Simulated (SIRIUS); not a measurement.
Crystal: HfO2.

```
CELL_PARAMETERS angstrom
0.00000 2.55750 2.55750
2.55750 0.00000 2.55750
2.55750 2.55750 0.00000
ATOMIC_POSITIONS crystal
Hf 0.00000 0.00000 0.00000
O 0.75000 0.75000 0.75000
O 0.25000 0.25000 0.25000
```

Measurements of this composition are mostly on another form, of space group No. 14.

Base run:

```yaml
Program: SIRIUS 7.10.0
Functional: PBEsol
Potentials_or_basis: PseudoDojo 0.4.1 PBE standard (scalar relativistic)
Cutoff: 1152 eV
Density_cutoff: 4606 eV
k_mesh: 9 × 9 × 9
Occupations: fermi-dirac, width 0.05 eV
Spin: no spin polarisation
```

Its results: band gap on the k mesh 3.75 eV; pressure -11.5 GPa.

**Question.** The run is repeated on the same cell with these changes: potentials or basis from PseudoDojo 0.4.1 PBE standard (scalar relativistic) to PseudoDojo 0.4.1 PBEsol standard (scalar relativistic). What comes out?

**Answer.** Band gap on the k mesh 3.75 eV; pressure -13.2 GPa.

Caveats: spin-orbit coupling is left out, which moves the levels of the heavy elements; an odd mesh through Γ misses points on the zone boundary, where band edges often lie; the potentials were made for another functional, which shifts forces and pressure (some runs).

Not every run made on this cell is shown here.
